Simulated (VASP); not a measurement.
# TiO (Pm-3m) in VASP: further runs

The runs below take TiO through single point, with HSE(alpha, omega).

Program: VASP 6.6.1. These are calculated values, not measurements. Logs are shortened: lines on timing, memory, paths and dates and some standing lists are left out, and cuts for length are marked.

**1. Starting point**

It takes space group Pm-3m (No. 221, cubic). The conventional cell has a = 2.708 Å, b = 2.708 Å, c = 2.708 Å, α = 90.00°, β = 90.00°, γ = 90.00°. Ti (site symmetry m-3m) is surrounded by 8 O at 2.35 Å. O (site symmetry m-3m) is surrounded by 8 Ti at 2.35 Å.

The cell comes from a database or a generator and needn't be the stable form of this composition.

**2. Single point, HSE(alpha, omega)**

The input, POSCAR:

```
TiO
1.0
    2.7083400800      0.0000000000      0.0000000000
    0.0000000000      2.7083400800      0.0000000000
    0.0000000000      0.0000000000      2.7083400800
Ti O
1 1
Direct
    0.0000000000      0.0000000000      0.0000000000
    0.5000000000      0.5000000000      0.5000000000
```

The input, INCAR.step1:

```
SYSTEM = TiO
PREC     = Accurate       ! precision mode
ENCUT    = 520            ! plane-wave cutoff, eV
EDIFF    = 1E-5           ! SCF threshold, eV
ISMEAR   = -1             ! smearing method
SIGMA    = 0.05           ! smearing width, eV
LREAL    = .False.        ! projectors in reciprocal space
LASPH    = .True.         ! aspherical terms in the spheres
NELM     = 80             ! most SCF steps
ALGO     = Normal         ! electronic algorithm
ISIF     = 2              ! what is computed and relaxed
LWAVE    = .True.         ! write WAVECAR
LCHARG   = .False.        ! write CHGCAR
NBANDS   = 16             ! bands
GGA      = PE             ! functional
```

The input, INCAR.step2:

```
SYSTEM = TiO
PREC     = Accurate       ! precision mode
ENCUT    = 520            ! plane-wave cutoff, eV
EDIFF    = 1E-7           ! SCF threshold, eV
ISMEAR   = -1             ! smearing method
SIGMA    = 0.05           ! smearing width, eV
LREAL    = .False.        ! projectors in reciprocal space
LASPH    = .True.         ! aspherical terms in the spheres
NELM     = 80             ! most SCF steps
ALGO     = Normal         ! electronic algorithm
ISIF     = 2              ! what is computed and relaxed
LWAVE    = .False.        ! write WAVECAR
LCHARG   = .False.        ! write CHGCAR
GGA      = PE             ! functional
LHFCALC  = .True.         ! exact exchange
HFSCREEN = 0.1            ! screening, 1/A
AEXX     = 0.25           ! exact-exchange fraction
PRECFOCK = Fast         
NBANDS   = 16             ! bands
ISTART   = 1
```

The input, KPOINTS:

```
regular mesh
0
Gamma
  5 5 5
  0 0 0
```

Potentials or basis: VASP PAW PBE potentials, release 64 (Ti_sv, O).

Started as:

```bash
$ cat potpaw_PBE.64/Ti_sv/POTCAR potpaw_PBE.64/O/POTCAR > POTCAR
$ cp INCAR.step1 INCAR
$ mpirun -np 1 vasp_std > vasp.out
$ cp INCAR.step2 INCAR
$ mpirun -np 1 vasp_std > vasp.out
```

OUTCAR:

```text
SYSTEM = TiO
   PREC = Accurate
   ENCUT = 520
   EDIFF = 1E-7
   ISMEAR = -1
   LREAL = .False.
   LASPH = .True.
   NELM = 80
   ISIF = 2
   GGA = PE
   LHFCALC = .True.
   HFSCREEN = 0.1
   AEXX = 0.25
   PRECFOCK = Fast
   ISTART = 1

 ion  position               nearest neighbor table
   1  0.000  0.000  0.000-   2 2.35   2 2.35   2 2.35   2 2.35   2 2.35   2 2.35   2 2.35   2 2.35

   2  0.500  0.500  0.500-   1 2.35   1 2.35   1 2.35   1 2.35   1 2.35   1 2.35   1 2.35   1 2.35

  LATTYP: Found a simple cubic cell.
 ALAT       =     2.7083400800

  Lattice vectors:

 A1 = (   2.7083400800,   0.0000000000,   0.0000000000)
 A2 = (   0.0000000000,   2.7083400800,   0.0000000000)
 A3 = (   0.0000000000,   0.0000000000,   2.7083400800)

Analysis of symmetry for initial positions (statically):
=====================================================================
 Subroutine PRICEL returns:
 Original cell was already a primitive cell.

 Routine SETGRP: Setting up the symmetry group for a
 simple cubic supercell.

 Subroutine GETGRP returns: Found 48 space group operations
 (whereof 48 operations were pure point group operations)
 out of a pool of 48 trial point group operations.

The static configuration has the point symmetry O_h .

Analysis of symmetry for dynamics (positions and initial velocities):
=====================================================================
 Subroutine PRICEL returns:
 Original cell was already a primitive cell.

 Routine SETGRP: Setting up the symmetry group for a
 simple cubic supercell.

 Subroutine GETGRP returns: Found 48 space group operations
 (whereof 48 operations were pure point group operations)
 out of a pool of 48 trial point group operations.

The dynamic configuration has the point symmetry O_h .

 Subroutine INISYM returns: Found 48 space group operations
 (whereof 48 operations are pure point group operations),
 and found     1 'primitive' translations

----------------------------------------------------------------------------------------

                                     Primitive cell

  volume of cell :      19.8660

  direct lattice vectors                    reciprocal lattice vectors
     2.708340080  0.000000000  0.000000000     0.369229849  0.000000000  0.000000000
     0.000000000  2.708340080  0.000000000     0.000000000  0.369229849  0.000000000
     0.000000000  0.000000000  2.708340080     0.000000000  0.000000000  0.369229849

  length of vectors
     2.708340080  2.708340080  2.708340080     0.369229849  0.369229849  0.369229849

  position of ions in fractional coordinates (direct lattice)
     0.000000000  0.000000000  0.000000000
     0.500000000  0.500000000  0.500000000

  ion indices of the primitive-cell ions
   primitive index   ion index
                 1           1
                 2           2

----------------------------------------------------------------------------------------

 KPOINTS: regular mesh

Automatic generation of k-mesh.
 Grid dimensions read from file:
 generate k-points for:    5    5    5

 Generating k-lattice:

  Cartesian coordinates                     Fractional coordinates (reciprocal lattice)
     0.073845970  0.000000000  0.000000000     0.200000000  0.000000000  0.000000000
     0.000000000  0.073845970  0.000000000     0.000000000  0.200000000  0.000000000
     0.000000000  0.000000000  0.073845970     0.000000000  0.000000000  0.200000000

  Length of vectors
     0.073845970  0.073845970  0.073845970

  Shift w.r.t. Gamma in fractional coordinates (k-lattice)
     0.000000000  0.000000000  0.000000000

 Subroutine IBZKPT returns following result:
 ===========================================

 Found     10 irreducible k-points:

 Following reciprocal coordinates:
            Coordinates               Weight
  0.000000  0.000000  0.000000      1.000000
  0.200000  0.000000  0.000000      6.000000
  0.400000  0.000000  0.000000      6.000000
  0.200000  0.200000  0.000000     12.000000
  0.400000  0.200000  0.000000     24.000000
  0.400000  0.400000  0.000000     12.000000
  0.200000  0.200000  0.200000      8.000000
  0.400000  0.200000  0.200000     24.000000
  0.400000  0.400000  0.200000     24.000000
  0.400000  0.400000  0.400000      8.000000
   k-points           NKPTS =     10   k-points in BZ     NKDIM =    125   number of bands    NBANDS=     16
   number of dos      NEDOS =    301   number of ions     NIONS =      2
   total plane-waves  NPLWV =   8000
   dimension x,y,z NGX =    20 NGY =   20 NGZ =   20
   dimension x,y,z NGXF=    40 NGYF=   40 NGZF=   40
   ions per type =               1   1
   NGX,Y,Z   is equivalent  to a cutoff of  12.28, 12.28, 12.28 a.u.
   NGXF,Y,Z  is equivalent  to a cutoff of  24.55, 24.55, 24.55 a.u.
 SYSTEM =  TiO
   PREC   = accura    normal or accurate (medium, high low for compatibility)
   ISTART =      1    job   : 0-new  1-cont  2-samecut
   ICHARG =      0    charge: 1-file 2-atom 10-const
   ISPIN  =      1    spin polarized calculation?
   LNONCOLLINEAR =      F non collinear calculations
   LSORBIT =      F    spin-orbit coupling
   LASPH  =      T    aspherical Exc in radial PAW
   ENCUT  =  520.0 eV  38.22 Ry    6.18 a.u.   5.04  5.04  5.04*2*pi/ulx,y,z
   NELM   =     80;   NELMIN=  2; NELMDL=  0     # of ELM steps
   EDIFF  = 0.1E-06   stopping-criterion for ELM
   LREAL  =      F    real-space projection
   EDIFFG = 0.1E-05   stopping-criterion for IOM
   NSW    =      0    number of steps for IOM
   IBRION =     -1    ionic relax: 0-MD 1-quasi-New 2-CG
   NFREE  =      0    steps in history (QN), initial steepest desc. (CG)
   ISIF   =      2    stress and relaxation
   ISYM   =      3    0-nonsym 1-usesym 2-fastsym
   POTIM  = 0.5000    time-step for ionic-motion
   TEBEG  =    0.0;   TEEND  =   0.0 temperature during run
   PSTRESS=    0.0 pullay stress
   NELECT =      18.0000    total number of electrons
   NUPDOWN=      -1.0000    fix difference up-down
   EMIN   =  10.00;   EMAX   =-10.00  energy-range for DOS
   EFERMI =   0.00;   METHOD = LEGACY
   ISMEAR =    -1;   SIGMA  =   0.05  broadening in eV -4-tet -1-fermi 0-gaus
   EFERMI_NEDOS =   21; number of points for ismear=-14 and -15
   IALGO  =     38    algorithm
   IMIX   =      1    mixing-type and parameters
     AMIX     =   0.40;   BMIX     =  1.00
     AMIX_MAG =   1.60;   BMIX_MAG =  1.00
  volume/ion in A,a.u.               =       9.93        67.03
  Fermi-wavevector in a.u.,A,eV,Ry     =   1.584148  2.993606 34.144167  2.509525
  Thomas-Fermi vector in A             =   2.683810
   LORBIT       =      0    0 simple, 1 ext, 2 COOP (PROOUT), +10 PAW based schemes
   GGA     = PE    functional components
   LHFCALC =     T    Hartree Fock is set to
   PRECFOCK=fast      Normal, Fast or Accurate (Low or Medium for compatibility)
   ENCUT4O =  -1.0   cutoff for four orbital integrals eV
   NKREDX  =     1    reduce k-point grid by
   NKREDY  =     1    reduce k-point grid by
   NKREDZ  =     1    reduce k-point grid by
   AEXX    =    0.2500 exact exchange contribution
   HFSCREEN=    0.1000 screening length (either q_TF or 0.3 A-1)
   HFSCREENC=   0.1000 screening length for correlation (either q_TF or 0.3 A-1)
   ENCUTFOCK=  -1.0 apply spherical cutoff to Coloumb kernel
   IVDW    =     0    specifies the selected vdW correction
   LEPSILON=     F    determine dielectric tensor
   LRPA    =     F    only Hartree local field effects (RPA)
 non-spin polarized calculation
  energy-cutoff  :      520.00
  volume of cell :       19.87
 maximum number of plane-waves:       541
  NGX = 12; NGY = 12; NGZ = 12

 number of electron      18.0000002 magnetization

 Free energy of the ion-electron system (eV)
  ---------------------------------------------------
  ext. energy  EPLUGINS =         0.00000000
  ---------------------------------------------------
  free energy    TOTEN  =       -21.34179648 eV

  energy without entropy =      -21.33186446  energy(sigma->0) =      -21.33683047

 E-fermi :  10.7144     XC(G=0): -10.2093

 val. band max:       10.3785082005   @ k =   0.2000   0.2000   0.0000
 cond. band min:      10.7809454049   @ k =   0.4000   0.4000   0.2000
 fundamental gap:      0.4024372044
 Fermi energy:        10.7143801111

 k-point     1 :       0.0000    0.0000    0.0000
  band No.  band energies     occupation
      1     -51.5675      2.00000
      2     -25.8441      2.00000
      3     -25.8441      2.00000
      4     -25.8441      2.00000
      5     -13.0284      2.00000
      6       5.5576      2.00000
[... 8 lines left out ...]
     15      28.2030      0.00000
     16      28.2030      0.00000

 k-point     2 :       0.2000    0.0000    0.0000
  band No.  band energies     occupation
      1     -51.5313      2.00000
      2     -26.1548      2.00000
      3     -25.8161      2.00000
      4     -25.8161      2.00000
      5     -12.6200      2.00000
      6       3.2293      2.00000
[... 8 lines left out ...]
     15      26.7890      0.00000
     16      26.9596      0.00000

 k-point     3 :       0.4000    0.0000    0.0000
  band No.  band energies     occupation
      1     -51.4720      2.00000
      2     -26.6352      2.00000
      3     -25.7697      2.00000
      4     -25.7697      2.00000
      5     -11.9011      2.00000
      6       0.8343      2.00000
[... 8 lines left out ...]
     15      23.3529      0.00000
     16      24.7426      0.00000

 k-point     4 :       0.2000    0.2000    0.0000
  band No.  band energies     occupation
      1     -51.4956      2.00000
      2     -26.1406      2.00000
      3     -26.0866      2.00000
      4     -25.7903      2.00000
      5     -12.3274      2.00000
      6       3.1450      2.00000
[... 8 lines left out ...]
     15      26.8018      0.00000
     16      26.8760      0.00000

 k-point     5 :       0.4000    0.2000    0.0000
  band No.  band energies     occupation
      1     -51.4373      2.00000
      2     -26.5757      2.00000
      3     -26.0457      2.00000
      4     -25.7472      2.00000
      5     -11.8277      2.00000
      6       1.4364      2.00000
[... 8 lines left out ...]
     15      23.2422      0.00000
     16      26.4049      0.00000

 k-point     6 :       0.4000    0.4000    0.0000
  band No.  band energies     occupation
      1     -51.3806      2.00000
      2     -26.4858      2.00000
      3     -26.4665      2.00000
      4     -25.7091      2.00000
      5     -11.7110      2.00000
      6       2.4370      2.00000
[... 8 lines left out ...]
     15      24.2812      0.00000
     16      24.4247      0.00000

 k-point     7 :       0.2000    0.2000    0.2000
  band No.  band energies     occupation
      1     -51.4605      2.00000
      2     -26.1220      2.00000
      3     -26.0534      2.00000
      4     -26.0534      2.00000
      5     -12.0950      2.00000
      6       3.5962      2.00000
[... 8 lines left out ...]
     15      26.8925      0.00000
     16      26.8925      0.00000

 k-point     8 :       0.4000    0.2000    0.2000
  band No.  band energies     occupation
      1     -51.4032      2.00000
      2     -26.5219      2.00000
      3     -26.0307      2.00000
      4     -25.9991      2.00000
      5     -11.6981      2.00000
      6       1.8267      2.00000
[... 8 lines left out ...]
     15      23.3452      0.00000
     16      26.9224      0.00000

 k-point     9 :       0.4000    0.4000    0.2000
  band No.  band energies     occupation
      1     -51.3475      2.00000
      2     -26.4404      2.00000
      3     -26.4236      2.00000
      4     -25.9642      2.00000
      5     -11.4779      2.00000
      6       2.2905      2.00000
[... 8 lines left out ...]
     15      23.3971      0.00000
     16      23.8649      0.00000

 k-point    10 :       0.4000    0.4000    0.4000
  band No.  band energies     occupation
      1     -51.2935      2.00000
      2     -26.3699      2.00000
      3     -26.3527      2.00000
      4     -26.3527      2.00000
      5     -11.0598      2.00000
      6       1.8631      2.00000
[... 8 lines left out ...]
     15      21.7725      0.00000
     16      21.7725      0.00000

------------------------ aborting loop because EDIFF is reached ----------------------------------------

  FORCE on cell =-STRESS in cart. coord.  units (eV):
  Direction    XX          YY          ZZ          XY          YZ          ZX
  --------------------------------------------------------------------------------------
  -------------------------------------------------------------------------------------
  Total       -2.6044351     -2.6044351     -2.6044351      0.0000000      0.0000000      0.0000000
  in kB     -210.0460563   -210.0460563   -210.0460563      0.0000000      0.0000000      0.0000000
  external PRESSURE =    -210.0460563 kB  Pullay stress =       0.0000000 kB

 VOLUME and BASIS-vectors are now :
 -----------------------------------------------------------------------------
  energy-cutoff  :      520.00
  volume of cell :       19.87
      direct lattice vectors                 reciprocal lattice vectors
     2.708340080  0.000000000  0.000000000     0.369229849  0.000000000  0.000000000
     0.000000000  2.708340080  0.000000000     0.000000000  0.369229849  0.000000000
     0.000000000  0.000000000  2.708340080     0.000000000  0.000000000  0.369229849

 POSITION                                       TOTAL-FORCE (eV/Angst)
 -----------------------------------------------------------------------------------
      0.00000      0.00000      0.00000         0.000000      0.000000      0.000000
      1.35417      1.35417      1.35417         0.000000      0.000000      0.000000
 -----------------------------------------------------------------------------------
    total drift:                               -0.000000     -0.000000      0.000000

  FREE ENERGIE OF THE ION-ELECTRON SYSTEM (eV)
  ---------------------------------------------------
  free  energy   TOTEN  =       -21.3417964797 eV

  energy  without entropy=      -21.3318644644  energy(sigma->0) =      -21.33683047
```

It took 97 s on 1 thread of Intel Xeon 6975P-C (Granite Rapids), shared host; peak memory 0.22 GiB.

Results:

| Quantity | Value |
| --- | --- |
| Free energy | -21.3418 eV |
| Pressure | -21.0 GPa |
| Band gap on the k mesh | none (metal or under the smearing width) |

Caveat: the k mesh is coarse (spacing up to 0.46 Å⁻¹), so the values aren't converged, least of all with exact exchange; the PAW data sets were made with another functional, which shifts forces and pressure a little.

**3. Single point, HSE(alpha, omega)**

POSCAR is that of step 2.

INCAR.step1 is that of step 2.

INCAR.step2, as its differences from that of step 2:

```diff
@@ -15,3 +15,3 @@
 LHFCALC  = .True.         ! exact exchange
-HFSCREEN = 0.1            ! screening, 1/A
+HFSCREEN = 0.15           ! screening, 1/A
 AEXX     = 0.25           ! exact-exchange fraction
```

KPOINTS is that of step 2.

Potentials or basis: VASP PAW PBE potentials, release 64 (Ti_sv, O).

Started as:

```bash
$ cat potpaw_PBE.64/Ti_sv/POTCAR potpaw_PBE.64/O/POTCAR > POTCAR
$ cp INCAR.step1 INCAR
$ mpirun -np 1 vasp_std > vasp.out
$ cp INCAR.step2 INCAR
$ mpirun -np 1 vasp_std > vasp.out
```

It took 1.7 min on 1 thread of Intel Xeon 6975P-C (Granite Rapids), shared host; peak memory 0.22 GiB.

The run converged. Its results:

```yaml
Free_energy: -20.9574 eV
Pressure: -20.8 GPa
Band_gap_on_the_k_mesh: none (metal or under the smearing width)
```

Levels at points of the mesh, in eV from the Fermi level:
| k point | band 7 | band 8 | band 9 | band 10 | band 11 | band 12 |
| --- | --- | --- | --- | --- | --- | --- |
| (0.00, 0.00, 0.00) | -5.02 | -5.02 | -3.15 | -3.15 | 2.59 | 4.19 |

Caveat: the k mesh is coarse (spacing up to 0.46 Å⁻¹), so the values aren't converged, least of all with exact exchange; the PAW data sets were made with another functional, which shifts forces and pressure a little.
